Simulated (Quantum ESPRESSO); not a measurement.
Crystal: ZnS (Wurtzite-2H).

```
Zn S
1.0
     3.81100    0.00000    0.00000
    -1.90550    3.30042    0.00000
     0.00000    0.00000    6.23400
Zn S
2 2
Direct
  0.66640 0.33155 0.50024
  0.33257 0.68808 0.00560
  0.68134 0.34264 0.87989
  0.32363 0.66659 0.38994
```

The cell isn't the ideal one: atoms moved at random, drawn with an rms of 0.05 Å.

| Quantity | Value |
| --- | --- |
| Program | Quantum ESPRESSO 7.5 |
| Task | Berry-phase polarisation |
| Functional | LDA |
| Potentials or basis | JTH 2.0 LDA |
| Cutoff | 735 eV |
| Density cutoff | 4408 eV |
| k mesh | 5 × 5 × 3 |
| Occupations | fermi-dirac, width 0.05 eV |
| Spin | no spin polarisation |
| Form of the LDA correlation | PW92 |
| Mixing beta | 0.5 |
| Most SCF iterations | 120 |
| SCF threshold | 8e-10 Ry |
| k points per string | 10 × 10 × 8 |

The first run showed a gap, so the response started from a second, tighter run with fixed occupations.

Task: What formal polarisation does the Berry-phase calculation give along the three lattice vectors?

Result: -0.009, 0.016, 0.598 C/m², each defined up to a quantum of 1.557, 1.557, 2.548 C/m², that is -0.006, 0.010, 0.235 of the quanta. A formal value alone isn't measurable: only its change along an insulating path is.

Berry phases in units of 2π:
| direction | ionic | electronic | their sum is defined modulo |
| --- | --- | --- | --- |
| a1 | 0.017 | -0.029 | 2 |
| a2 | 0.291 | -0.271 | 2 |
| a3 | -0.311 | 0.781 | 2 |
